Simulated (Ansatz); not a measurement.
Molecular dynamics of CoO

Input file:

```yaml
accuracy: low
crystal:
  lattice:
    - [-3.20444, -1.850084, 5.132942]
    - [3.20444, -1.850084, 5.132942]
    - [0.0, 3.700168, 5.132942]
  atoms:
    - { symbol: Co, position: [0.9994877, 0.9994877, 0.9994877] }
    - { symbol: Co, position: [0.4994906, 0.4994906, 0.4994906] }
    - { symbol: O, position: [0.3754955, 0.3754955, 0.3754955] }
    - { symbol: O, position: [0.8755255, 0.8755255, 0.8755255] }
    - { symbol: Co, position: [0.4994877, 0.4994877, 0.9994877] }
    - { symbol: Co, position: [0.9994906, 0.9994906, 0.4994906] }
    - { symbol: O, position: [0.8754955, 0.8754955, 0.3754955] }
    - { symbol: O, position: [0.3755255, 0.3755255, 0.8755255] }
    - { symbol: Co, position: [0.4994877, 0.9994877, 0.4994877] }
    - { symbol: Co, position: [0.9994906, 0.4994906, 0.9994906] }
    - { symbol: O, position: [0.8754955, 0.3754955, 0.8754955] }
    - { symbol: O, position: [0.3755255, 0.8755255, 0.3755255] }
    - { symbol: Co, position: [0.9994877, 0.4994877, 0.4994877] }
    - { symbol: Co, position: [0.4994906, 0.9994906, 0.9994906] }
    - { symbol: O, position: [0.3754955, 0.8754955, 0.8754955] }
    - { symbol: O, position: [0.8755255, 0.3755255, 0.3755255] }
basis:
  ecutwfc: 420.0
kpoints:
  mp_grid: { grid: [3, 3, 3] }
hamiltonian:
  xc: pbesol
  pseudopotentials: { kind: paw, azcp: { folder: soft_1 } }
scf:
  occupations: { method: fermi_dirac, width: 0.17 }
  lower_state_search: "off"
md:
  timestep: 1.5
  n_steps: 190
  ensemble: nvt_langevin
  temperature: 2000.0
  initial_velocities: maxwell_boltzmann
  seed: 127450
  friction: 0.02
```

Launched with:

```bash
$ ansatz run input.yaml --threads 4 --pin off --max-ram 10240MiB --backend cpu --events-out ev --progress --plain --runs-dir out
```

It starts from an unrelaxed structure (largest force component 0.17 eV/Å).

Output, in part (step lines):

```
md step     0: t =     0.00 fs  T =  1875.0 K  F+E_penalty+E_count = -45218.83921040 eV  E_kin = 3.877800 eV  (13 SCF iters)
md step     1: t =     1.50 fs  T =  1781.8 K  F+E_penalty+E_count = -45218.80830467 eV  E_kin = 3.684952 eV  (12 SCF iters)
md step     2: t =     3.00 fs  T =  1713.7 K  F+E_penalty+E_count = -45218.74631946 eV  E_kin = 3.544273 eV  (12 SCF iters)
md step     3: t =     4.50 fs  T =  1695.3 K  F+E_penalty+E_count = -45218.65542387 eV  E_kin = 3.506137 eV  (12 SCF iters)
md step     4: t =     6.00 fs  T =  1550.8 K  F+E_penalty+E_count = -45218.53996430 eV  E_kin = 3.207394 eV  (12 SCF iters)
md step     5: t =     7.50 fs  T =  1664.2 K  F+E_penalty+E_count = -45218.40293366 eV  E_kin = 3.441870 eV  (9 SCF iters)
md step     6: t =     9.00 fs  T =  1444.3 K  F+E_penalty+E_count = -45218.24598227 eV  E_kin = 2.987110 eV  (9 SCF iters)
md step     7: t =    10.50 fs  T =  1606.5 K  F+E_penalty+E_count = -45218.07465221 eV  E_kin = 3.322523 eV  (9 SCF iters)
[... lines left out ...]
md step   190: t =   285.00 fs  T =  1960.4 K  F+E_penalty+E_count = -45215.58881197 eV  E_kin = 4.054336 eV  (12 SCF iters)
```

The steps, from the saved trajectory:

```csv
time (fs),T (K),potential energy less start (eV)
0,1875,0.000
9,1444,0.593
18,1583,1.676
27,1669,2.791
36,1782,2.862
45,1686,2.395
54,1915,2.072
63,1637,2.214
72,1484,3.489
81,1710,3.783
90,1925,3.151
99,1560,3.479
108,1197,4.377
117,1629,4.139
126,1671,3.388
135,1806,3.141
144,1170,3.323
153,1106,3.691
162,1080,3.718
171,1510,3.255
180,1495,3.293
189,1695,3.472
198,1943,3.522
207,2180,3.937
216,1693,4.411
225,2251,4.480
234,2878,3.694
243,2985,3.906
252,2518,3.064
261,2599,3.130
270,2125,3.003
279,2343,2.922
```

All steps were run. A run of 0.28 ps of so small a system gives no equilibrium averages. No Hubbard correction was used and the magnetic state wasn't searched. Spin polarisation was left off. Limits of this set-up: coarse k mesh, magnetic elements without spin, PAW files made for another functional, low accuracy level.

Mean squared displacements from the first frame to the last, about the centre of mass: Co 0.39 Å², O 0.22 Å².

Last frame:

```xyz
16
Lattice="-3.2044 -1.8501 5.1329 3.2044 -1.8501 5.1329 0.0000 3.7002 5.1329" Properties=species:S:1:pos:R:3
Co 0.316 -0.520 14.469
Co -0.011 -0.161 7.879
O -0.542 -0.753 5.755
O -0.079 -0.674 12.842
Co 0.236 1.493 9.824
Co -0.242 -3.226 12.422
O -0.499 -2.632 10.691
O 0.109 1.573 7.931
Co 1.346 -2.107 10.042
Co -1.547 0.639 12.631
O -1.838 0.000 9.937
O 1.155 -1.559 8.209
Co -2.140 -1.596 10.760
Co 1.548 0.203 12.475
O 1.496 0.293 10.726
O -1.644 -1.341 7.693
```

Time of the run: 30 min on 4 threads of Arm Neoverse V1 (shared host), peak memory 0.94 GiB.
